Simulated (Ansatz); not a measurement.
## SiC under strain — quadrupolar parameters

The cell is a COD entry, relaxed with PBE at fixed cell and then changed (z stretched by 2 %, ions relaxed).

```
Si C
1.0
     0.00000    2.17900    2.22258
     2.17900    0.00000    2.22258
     2.17900    2.17900    0.00000
Si C
1 1
Direct
  0.00000 0.00000 0.00000
  0.25000 0.25000 0.25000
```

Atoms are numbered from 1 in the order listed; like atoms form one site, named after its first atom.

The numbers come from a DFT calculation in Ansatz (PBE, plane waves and PAW, scalar-relativistic, 420 eV cutoff, Γ-centred 17×17×17 k-points, Fermi–Dirac smearing 0.02 eV).

V_zz is the principal component of the electric field gradient with the largest magnitude, η = (V_xx − V_yy)/V_zz and C_Q = eQV_zz/h.

(1) Which values are expected at the nuclei?

Answers

(1) 

```csv
site,atoms (order as listed),first shell,V_zz (10²¹ V/m²),η,C_Q (MHz)
Si,1,4 C at 1.90 Å,-0.25,0.00,–
C,2,4 Si at 1.90 Å,0.15,0.00,–
```

An axis of threefold or higher order runs through Si and C, so V_zz lies along it and η is zero.

Si, C have no stable isotope with a ground-state quadrupole moment in the table, so no C_Q is given.
